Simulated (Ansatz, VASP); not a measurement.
**One calculation of GaP, two programs**

```
Ga P
1.0
     0.00000    2.72525    2.72525
     2.72525    0.00000    2.72525
     2.72525    2.72525    0.00000
Ga P
1 1
Direct
  0.00000 0.00000 0.00000
  0.75000 0.75000 0.75000
```

Alike in both runs: task relaxation of cell and atoms; functional PBEsol; k mesh 6 × 6 × 6; occupations fermi-dirac, width 0.05 eV; no spin polarisation.

|  | VASP | Ansatz |
| --- | --- | --- |
| version | VASP 6.6.1 | Ansatz 0.2.0 |
| potentials or method | VASP PAW PBE potentials, release 64 (Ga_d, P) | Ansatz PAW |
| plane-wave cutoff (eV) | 600 | 420 |
| valence electrons in the cell | 18 | 18 |

```csv
,VASP,Ansatz,Ansatz less VASP
"gap on the k mesh at the Fermi level, each at its own relaxed structure (eV)",1.50,1.50,-0.001
relaxed volume (Å³/atom),20.10,20.11,+0.018
relaxed cell length with the largest relative difference (Å),3.845,3.846,+0.0012
```

Caveats: the PAW data sets were made with another functional, which shifts forces and pressure a little (VASP); the plane-wave basis is chosen anew once the cell has moved, so the energies of steps on either side of that aren't comparable (Ansatz); the PAW data sets come from PBE, with cores solved anew for the run's functional, which leaves a small shift of forces and pressure (Ansatz). A k mesh can miss the band edges. A hybrid or GW would open this gap; PBEsol tends to underestimate it.
